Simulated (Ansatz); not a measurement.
**HfC in Ansatz: the effect of exact exchange**

Crystal: HfC.

```
Hf C
1.0
     3.34287    0.00000    0.00000
    -1.67143    2.89501    0.00000
     0.00000    0.00000    5.20271
Hf C
2 2
Direct
  0.33333 0.66667 0.25000
  0.66667 0.33333 0.75000
  0.00000 0.00000 0.50000
  0.00000 0.00000 0.00000
```

The cell comes from a database or a generator and needn't be the stable form of this composition.

Alike in all runs:

- Program: Ansatz 0.2.0
- Task: single point
- Functional: HSE06 form with a typed share of exact exchange
- Potentials or basis: Ansatz PAW
- Cutoff: 420 eV (not typed: the program's choice for these potentials)
- k mesh: 5 × 5 × 3
- Occupations: fermi-dirac, width 0.05 eV
- Spin: no spin polarisation

| exact exchange | pressure (GPa) |
| --- | --- |
| 0.05 | -1.3 |
| 0.1 | -1.8 |
| 0.15 | -2.3 |
| 0.2 | -2.8 |
| 0.25 | -3.3 |
| 0.3 | -3.8 |
| 0.4 | ? |
| 0.5 | -5.6 |

Problem. What does the run with exact exchange 0.4 give?

Solution. Pressure -4.7 GPa.

Worked out: A straight line through the other rows of the pressure, of slope -9.59 GPa per unit of exact exchange, gives -4.7 GPa, against the run's -4.7.

Caveats: all runs use coarse meshes; the PAW data sets come from PBE, with cores solved anew for the run's functional, which leaves a small shift of forces and pressure; the thresholds are loose for stress.
